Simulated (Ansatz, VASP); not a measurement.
## SiSe: VASP beside Ansatz

```
CELL_PARAMETERS angstrom
3.61901 0.00000 0.00000
-1.80950 3.13415 0.00000
0.00000 0.00000 3.62256
ATOMIC_POSITIONS crystal
Si 0.66667 0.33333 0.50000
Se 0.00000 0.00000 0.00000
```

Change from the starting cell: volume scaled by 1.02.

Alike in both runs: task single point; functional PBE; k mesh 9 × 9 × 7; occupations fermi-dirac, width 0.05 eV; no spin polarisation.

|  | VASP | Ansatz |
| --- | --- | --- |
| version | VASP 6.6.1 | Ansatz 0.2.0 |
| potentials or method | VASP PAW PBE potentials, release 64 (Si, Se) | Ansatz PAW |
| plane-wave cutoff (eV) | 520 | 420 |
| valence electrons in the cell | 10 | 20 |

```tsv
	VASP	Ansatz	Ansatz less VASP
gap on the k mesh at the Fermi level (eV)	none	none	-
pressure (GPa)	-0.7	-0.7	-0.03
largest component of the traceless stress (GPa)	0.16	0.15	-0.010
```

A gap of «none» marks a metal or a gap that the smearing closes. The two sets of potentials don't hold the same shells in valence.
